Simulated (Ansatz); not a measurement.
NiO:

```
CELL_PARAMETERS angstrom
0.00000 2.08590 2.08590
2.08590 0.00000 2.08590
2.08590 2.08590 0.00000
ATOMIC_POSITIONS crystal
Ni 0.00000 0.00000 0.00000
O 0.50000 0.50000 0.50000
```

Base run:

- Program: Ansatz 0.2.0
- Functional: PBEsol
- Potentials or basis: all-electron LAPW, scalar-relativistic
- Cutoff: 378 eV
- Density cutoff: 1513 eV
- Basis error allowed: 0.001 eV/atom
- k mesh: 11 × 11 × 11
- Occupations: fermi-dirac, width 0.05 eV
- Spin: collinear spin, ferromagnetic start
- Starting moments: [1.0, 0.0] μB

Its results: pressure -6.8 GPa; net moment 1.48 μB per cell; site moments Ni +1.24; O +0.23 μB.

Task: The run is repeated on the same cell with these changes: potentials or basis from all-electron LAPW, scalar-relativistic to all-electron LAPW, non-relativistic. What comes out?

Result: Pressure -5.8 GPa; net moment 1.41 μB per cell; site moments Ni +1.18; O +0.22 μB.

Caveats: a cell with one magnetic atom can't hold antiferromagnetic order, which such compounds often take.

Not every run made on this cell is shown here.
